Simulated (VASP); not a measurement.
A run of VASP 6.6.1 is set up as follows.

The input POSCAR:

```
SnSe                                    
1.0
   -0.0000000000      2.9758393129      2.9758393129
    2.9758393129      0.0000000000      2.9758393129
    2.9758393129      2.9758393129     -0.0000000000
  Sn              Se            
     1     1
Direct
     0.0000000000000000    0.0000000000000000    0.0000000000000000
     0.5000000000000000    0.5000000000000000    0.5000000000000000
```

The input INCAR.step1:

```
SYSTEM = SnSe
  ALGO = Normal
  EDIFF = 1E-5
  ENCUT = 520
  GGA = PE
  ISMEAR = 0
  KPAR = 4
  LASPH = .TRUE.
  LCHARG = .FALSE.
  LREAL = .FALSE.
  LWAVE = .TRUE.
  NELM = 80
  PREC = Accurate
  SIGMA = 0.03
```

File INCAR.step2:

```
SYSTEM = SnSe
  ALGO = Normal
  EDIFF = 1E-6
  EDIFFG = -0.01
  ENCUT = 520
  GGA = PE
  HFSCREEN = 0.2
  IBRION = 2
  ISIF = 3
  ISMEAR = 0
  ISTART = 1
  KPAR = 4
  LASPH = .TRUE.
  LCHARG = .FALSE.
  LHFCALC = .TRUE.
  LREAL = .FALSE.
  LWAVE = .FALSE.
  NELM = 80
  NSW = 25
  PREC = Accurate
  PRECFOCK = Fast
  SIGMA = 0.03
```

KPOINTS

```
k-points
0
G
  6 6 6
  0 0 0
```

Potentials or basis: VASP PAW PBE potentials, release 64 (Sn_d, Se).

Run with:

```sh
$ cat potpaw_PBE.64/Sn_d/POTCAR potpaw_PBE.64/Se/POTCAR > POTCAR
$ cp INCAR.step1 INCAR
$ mpirun -np 4 vasp_std > vasp.out
$ cp INCAR.step2 INCAR
$ mpirun -np 4 vasp_std > vasp.out
```

**Question.** What does it give for the relaxed cell?

**Answer.** a = 4.239 Å, b = 4.239 Å, c = 4.239 Å, α = 60.00°, β = 60.00°, γ = 60.00°.

**Question.** Estimate the band gap on the k mesh.

**Answer.** 0.45 eV, direct.

Step by step:
```csv
step,energy change (eV),largest force (eV/Å),pressure (GPa),volume (Å³)
1,0.0000,0.0000,1.22,52.71
2,-0.0038,0.0000,-0.39,54.25
3,-0.0042,0.0000,0.02,53.85
```

Caveat: the PAW data sets were made with another functional, which shifts forces and pressure a little; spin-orbit coupling is left out, which moves the levels of the heavy elements. A k mesh can miss the band edges.
